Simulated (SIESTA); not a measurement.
Crystal: TiCo.

```
Co Ti
1.0
     2.98611    0.00000    0.00000
     0.00000    2.98611    0.00000
     0.00000    0.00000    2.98611
Co Ti
1 1
Direct
  0.50000 0.50000 0.50000
  0.00000 0.00000 0.00000
```

The cell comes from a database or a generator and needn't be the stable form of this composition.

Base run:

- Program: SIESTA 5.4.2
- Functional: PBE
- Potentials or basis: PseudoDojo 0.4 standard (PBE files)
- Basis: DZP (energy shift 0.003 Ry; two zetas on semicore shells)
- Grid cutoff: 800 Ry
- Energy shift: 0.003 Ry
- k mesh: 9 × 9 × 9
- Occupations: fermi-dirac, width 0.05 eV
- Spin: collinear spin, ferromagnetic start
- Starting moments: [2.0, 1.0] μB
- Fixed moment: 3 μB

Its results: pressure 11.3 GPa; site moments Co +1.97; Ti +1.03 μB.

Question: The run is repeated on the same cell with these changes: fixed moment from 3 μB to 2 μB. What comes out?

Answer: Pressure 3.9 GPa; site moments Co +1.50; Ti +0.50 μB.

Caveats: short orbitals over semicore shells can move pressures by several GPa; the basis of atomic orbitals isn't converged, which shifts pressures, moduli and gaps; the total moment is fixed, so each spin has its own Fermi level.
